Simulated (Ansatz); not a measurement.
Space group Fm-3m (No. 225). a = 6.701 Å, b = 6.701 Å, c = 6.701 Å, α = 90.00°, β = 90.00°, γ = 90.00°
```csv
atom,site,symmetry,x,y,z
K,4a,m-3m,0.0000,0.0000,0.0000
Br,4b,m-3m,0.5000,0.0000,0.0000
```

Equation of state of this KBr structure (not necessarily the ground state), with shape and atoms relaxed at each volume where symmetry leaves them free. Level of theory: DFT PBE, scalar-relativistic, plane waves, PAW in Ansatz 0.2.0.

Plane waves to 420 eV, a k mesh through Γ of 6×6×6 on the computed 2-atom cell and Gaussian smearing (0.02 eV); no spin polarisation.

```csv
V (Å³/atom),E − E(largest V) (meV/atom),P (GPa),gap on mesh (eV)
33.097,17.57,2.39,4.67
34.226,3.47,1.64,4.57
35.354,-5.75,1.00,4.48
36.482,-10.90,0.47,4.40
37.610,-12.62,0.03,4.32
38.739,-11.46,-0.35,4.24
39.867,-7.88,-0.66,4.17
41.372,0.00,-1.00,4.09
```

Q: Fit a third-order Birch–Murnaghan equation to E(V).

A: V0 = 37.69 Å³/atom, B0 = 13 GPa, B0' = 4.8.